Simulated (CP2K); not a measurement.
TaN:

```
Ta N
1.0
     2.73231    0.00000    0.00000
     0.00000    2.73231    0.00000
     0.00000    0.00000    2.73231
Ta N
1 1
Direct
  0.00000 0.00000 0.00000
  0.50000 0.50000 0.50000
```

The cell comes from a database or a generator and needn't be the stable form of this composition.

Base run:

```yaml
Program: CP2K 2026.2
Functional: HLE16
Potentials_or_basis: POTENTIAL_UZH Ta GTH-PBE-q13, N GTH-PBE-q5; TZVP-MOLOPT-PBE-GTH basis
Density_cutoff: 9184 eV
k_mesh: 10 × 10 × 10
Occupations: fermi-dirac, width 0.05 eV
Spin: no spin polarisation
```

Its results: band gap on the k mesh none (metal or under the smearing width); pressure -65.8 GPa.

Q: The run is repeated on the same cell with these changes: functional from HLE16 to PW91. What comes out?

A: Band gap on the k mesh none (metal or under the smearing width); pressure 2.8 GPa.

Caveats: the potentials were made for another functional, which shifts forces and pressure; the basis of atomic orbitals isn't converged, which shifts pressures, moduli and gaps; the potentials were made for a functional far from this one (some runs); the cell as given lies far from equilibrium (some runs).
